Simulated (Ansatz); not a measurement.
# Cu/C/Cu: predicting the conductance of a thicker barrier

How it was computed: Ansatz 0.2.0, plane waves with PAW datasets, PBE. Interfaces are relaxed in a short slab (with D3(BJ) where the barrier is layered), set between ideal electrode layers that go on as semi-infinite leads, and the zero-bias conductance G at 300 K comes from T(E) on a typed mesh. The error is the largest of the program's estimates from energy step, mesh, the leads' potential steps and neutrality; its separate bound for narrow resonances between the energies solved isn't counted and can be far larger. The lower electrode is Cu (fcc 111), the upper Cu (fcc 111) and the barrier C (diamond 111), on a net of side 2.524 Å; d is the distance between the electrodes' last planes.

What is known so far:

| planes in the barrier | d (Å) | G (S/m²) | error (%) | lead step (meV) |
| --- | --- | --- | --- | --- |
| 4 | 6.62 | 6.88e14 | 5 | 29 |
| 8 | 10.75 | 1.99e14 | 6 | 29 |
| 10 | 12.82 | 1.05e14 | 15 | 29 |
| 12 | 14.88 | 5.89e13 | 27 | 29 |
| 16 | 19.01 | 1.70e13 | 53 | 29 |
| 20 | 23.14 | 3.85e12 | 65 | 29 |

**Question.** A further run has 22 planes, d = 25.21 Å. Fit G ∝ exp(−βd) to the rows shown and predict its conductance.

**Worked fit.** Take y = ln G: 34.16, 32.92, 32.28, 31.71, 30.47 and 28.98. The means are d = 14.54 Å and y = 31.75; Σ(Δd Δy) = −54.06 and Σ(Δd)² = 174.11, so the slope is −0.311 Å⁻¹ (β = 0.311 Å⁻¹). At d = 25.21 Å, y = 31.75 − 0.311 × 10.67 = 28.44, or G = 2.24e12 S/m².

What the calculation gave: The run gave 1.77e12 S/m², with an error estimate of 69 % and a lead step of 29 meV. The prediction is 1.26 times that, too high by 26 %. That lies within the runs' own error estimates, carried through the fit.

**Limits.** The interfaces are ideal, one cell wide, strained to a common net and relaxed from one registry with their symmetry kept. PBE's gaps are too small, so true decay constants are likely larger where the Fermi level lies deep in a gap. No spin-orbit coupling, phonons, disorder or image charges enter. The rows shown are chosen by tests on error estimates (under 100 to 120 %), lead steps (under 150 meV, though the program warns over 25), intact interfaces and, for fits, a steady trend in the rows shown; the data set holds 414 series of this kind, and not all pass.
